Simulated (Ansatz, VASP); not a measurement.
# Two plane-wave programs on InAs

```
CELL_PARAMETERS angstrom
0.00000 2.98162 2.98162
2.98162 0.00000 2.98162
2.98162 2.98162 0.00000
ATOMIC_POSITIONS crystal
In 0.00000 0.00000 0.00000
As 0.25000 0.25000 0.25000
```

Change from the starting cell: volume scaled by 0.94, PAW files.

Alike in both runs: task single point; functional PBEsol; k mesh 11 × 11 × 11; occupations fermi-dirac, width 0.08 eV; no spin polarisation.

|  | VASP | Ansatz |
| --- | --- | --- |
| version | VASP 6.6.1 | Ansatz 0.2.0 |
| potentials or method | VASP PAW PBE potentials, release 64 (In_d, As) | PAW with Ansatz's default frozen-core files, scalar-relativistic |
| plane-wave cutoff (eV) | 520 | 420 |
| valence electrons in the cell | 18 | 28 |

Ansatz gave:

```
pressure (GPa) : 4.0
```

Q: Which values does VASP return?

A: Pressure (GPa): 4.1.

With one functional, cell and mesh, what is left measures potentials, basis and numerics. The two sets of potentials don't hold the same shells in valence.

Caveats: the PAW data sets were made with another functional, which shifts forces and pressure a little (VASP).
